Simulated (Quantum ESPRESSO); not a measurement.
Here is a Quantum ESPRESSO 7.5 calculation.

Contents of pw.in:

```
&CONTROL
  calculation = 'scf'
  prefix = 'pwscf'
  outdir = './tmp'
  pseudo_dir = './pseudo'
  tprnfor = .true.
  tstress = .true.
  disk_io = 'low'
/
&SYSTEM
  ibrav = 0
  nat = 4
  ntyp = 2
  ecutwfc = 82
  nbnd = 14
  input_dft = 'XC-000I-000I-150L-130L-000I-000I'
  occupations = 'smearing'
  smearing = 'fd'
  degauss = 0.00367493
/
&ELECTRONS
  conv_thr = 8d-10
  electron_maxstep = 120
  mixing_beta = 0.5
/
ATOMIC_SPECIES
Si    28.0850 Si.upf
C     12.0110 C.upf
CELL_PARAMETERS angstrom
   3.0760000000    0.0000000000    0.0000000000
  -1.5380000000    2.6638941420    0.0000000000
   0.0000000000    0.0000000000    5.0480000000
ATOMIC_POSITIONS crystal
Si     0.6666666667    0.3333333333    0.5000000000
Si     0.3333333333    0.6666666667    0.0000000000
C      0.6666666667    0.3333333333    0.8850000000
C      0.3333333333    0.6666666667    0.3850000000
K_POINTS automatic
10 10 5 0 0 0
```

bands.in

```
&CONTROL
  calculation = 'bands'
  prefix = 'pwscf'
  outdir = './tmp'
  pseudo_dir = './pseudo'
  disk_io = 'low'
  verbosity = 'high'
/
&SYSTEM
  ibrav = 0
  nat = 4
  ntyp = 2
  ecutwfc = 82
  nbnd = 14
  input_dft = 'XC-000I-000I-150L-130L-000I-000I'
  occupations = 'smearing'
  smearing = 'fd'
  degauss = 0.00367493
/
&ELECTRONS
  conv_thr = 1d-08
  electron_maxstep = 120
  mixing_beta = 0.5
  diago_full_acc = .true.
/
ATOMIC_SPECIES
Si    28.0850 Si.upf
C     12.0110 C.upf
CELL_PARAMETERS angstrom
   3.0760000000    0.0000000000    0.0000000000
  -1.5380000000    2.6638941420    0.0000000000
   0.0000000000    0.0000000000    5.0480000000
ATOMIC_POSITIONS crystal
Si     0.6666666667    0.3333333333    0.5000000000
Si     0.3333333333    0.6666666667    0.0000000000
C      0.6666666667    0.3333333333    0.8850000000
C      0.3333333333    0.6666666667    0.3850000000
K_POINTS crystal
60
 0.0000000000  0.0000000000  0.0000000000 1
 0.0625000000  0.0000000000  0.0000000000 1
 0.1250000000  0.0000000000  0.0000000000 1
 0.1875000000  0.0000000000  0.0000000000 1
 0.2500000000  0.0000000000  0.0000000000 1
 0.3125000000  0.0000000000  0.0000000000 1
 0.3750000000  0.0000000000  0.0000000000 1
 0.4375000000  0.0000000000  0.0000000000 1
 0.5000000000  0.0000000000  0.0000000000 1
 0.4583333333  0.0833333333  0.0000000000 1
 0.4166666667  0.1666666667  0.0000000000 1
 0.3750000000  0.2500000000  0.0000000000 1
 0.3333333333  0.3333333333  0.0000000000 1
 0.2962962963  0.2962962963  0.0000000000 1
 0.2592592593  0.2592592593  0.0000000000 1
 0.2222222222  0.2222222222  0.0000000000 1
 0.1851851852  0.1851851852  0.0000000000 1
 0.1481481481  0.1481481481  0.0000000000 1
 0.1111111111  0.1111111111  0.0000000000 1
 0.0740740741  0.0740740741  0.0000000000 1
 0.0370370370  0.0370370370  0.0000000000 1
 0.0000000000  0.0000000000  0.0000000000 1
 0.0000000000  0.0000000000  0.1250000000 1
 0.0000000000  0.0000000000  0.2500000000 1
 0.0000000000  0.0000000000  0.3750000000 1
 0.0000000000  0.0000000000  0.5000000000 1
 0.0625000000  0.0000000000  0.5000000000 1
 0.1250000000  0.0000000000  0.5000000000 1
 0.1875000000  0.0000000000  0.5000000000 1
 0.2500000000  0.0000000000  0.5000000000 1
 0.3125000000  0.0000000000  0.5000000000 1
 0.3750000000  0.0000000000  0.5000000000 1
 0.4375000000  0.0000000000  0.5000000000 1
 0.5000000000  0.0000000000  0.5000000000 1
 0.4666666667  0.0666666667  0.5000000000 1
 0.4333333333  0.1333333333  0.5000000000 1
 0.4000000000  0.2000000000  0.5000000000 1
 0.3666666667  0.2666666667  0.5000000000 1
 0.3333333333  0.3333333333  0.5000000000 1
 0.3000000000  0.3000000000  0.5000000000 1
 0.2666666667  0.2666666667  0.5000000000 1
 0.2333333333  0.2333333333  0.5000000000 1
 0.2000000000  0.2000000000  0.5000000000 1
 0.1666666667  0.1666666667  0.5000000000 1
 0.1333333333  0.1333333333  0.5000000000 1
 0.1000000000  0.1000000000  0.5000000000 1
 0.0666666667  0.0666666667  0.5000000000 1
 0.0333333333  0.0333333333  0.5000000000 1
 0.0000000000  0.0000000000  0.5000000000 1
 0.5000000000  0.0000000000  0.5000000000 1
 0.5000000000  0.0000000000  0.4000000000 1
 0.5000000000  0.0000000000  0.3000000000 1
 0.5000000000  0.0000000000  0.2000000000 1
 0.5000000000  0.0000000000  0.1000000000 1
 0.5000000000  0.0000000000  0.0000000000 1
 0.3333333333  0.3333333333  0.0000000000 1
 0.3333333333  0.3333333333  0.1250000000 1
 0.3333333333  0.3333333333  0.2500000000 1
 0.3333333333  0.3333333333  0.3750000000 1
 0.3333333333  0.3333333333  0.5000000000 1
```

Potentials or basis: PseudoDojo 0.4.1 SR PBE standard.

Command:

```bash
$ OMP_NUM_THREADS=1 pw.x -in pw.in > pw.out
$ OMP_NUM_THREADS=1 pw.x -in bands.in > bands.out
```

(1) Estimate the pressure.

(2) What does it give for the band gap on the k mesh?

(3) What does it give for the largest force?

Answers

(1) -0.1 GPa.

(2) 2.22 eV, indirect (least direct gap 3.87 eV).

(3) 0.760 eV/Å.

Caveat: the potentials were made for another functional, which shifts forces and pressure; SOGGA exchange is joined with the correlation of PBE here; the mesh misses the band edges, which the band path finds closer together.
